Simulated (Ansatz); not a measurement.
Wanted: the native input for an Ansatz 0.2.0 run.

| Quantity | Value |
| --- | --- |
| Task | single point |
| Functional | PBE |
| Potentials or basis | all-electron LAPW, scalar-relativistic |
| Cutoff | 347 eV (chosen from the basis error) |
| Basis error allowed | 0.001 eV/atom |
| k mesh | 11 × 11 × 11 |
| Occupations | gaussian, width 0.05 eV |
| Spin | no spin polarisation |

GaN:

```
Ga N
1.0
     0.00000    2.13524    2.13524
     2.13524    0.00000    2.13524
     2.13524    2.13524    0.00000
Ga N
1 1
Direct
  0.00000 0.00000 0.00000
  0.50000 0.50000 0.50000
```

Measurements of this composition are mostly on another form, of space group No. 186.

One way to write it, as run:

input.yaml

```yaml
crystal:
  lattice:
    - [0.0, 2.135235, 2.135235]
    - [2.135235, 0.0, 2.135235]
    - [2.135235, 2.135235, 0.0]
  atoms:
    - { symbol: Ga, position: [0.0, 0.0, 0.0] }
    - { symbol: "N", position: [0.5, 0.5, 0.5] }
kpoints:
  mp_grid: { grid: [11, 11, 11] }
scf:
  occupations: { method: gaussian, width: 0.05 }
hamiltonian:
  xc: pbe
  pseudopotentials: { kind: all_electron, lapw: { basis_error: 0.001 } }
output:
  forces: true
  stress: true
  eigenvalues: true
```

Potentials or basis: all-electron LAPW, scalar-relativistic.

Command:

```sh
$ ansatz run input.yaml --threads 1 --pin off --max-ram 3072MiB --backend cpu --events-out ev --progress --plain --runs-dir out
```

Results of the run:

```yaml
Pressure: -0.3 GPa
Band_gap_on_the_k_mesh: 0.55 eV, indirect (least direct gap 2.38 eV)
```

Caveat: an odd mesh through Γ misses points on the zone boundary, where band edges often lie.

Run time: 8.5 s on 1 thread of Arm Neoverse V1 (shared host), peak memory 0.3 GiB.
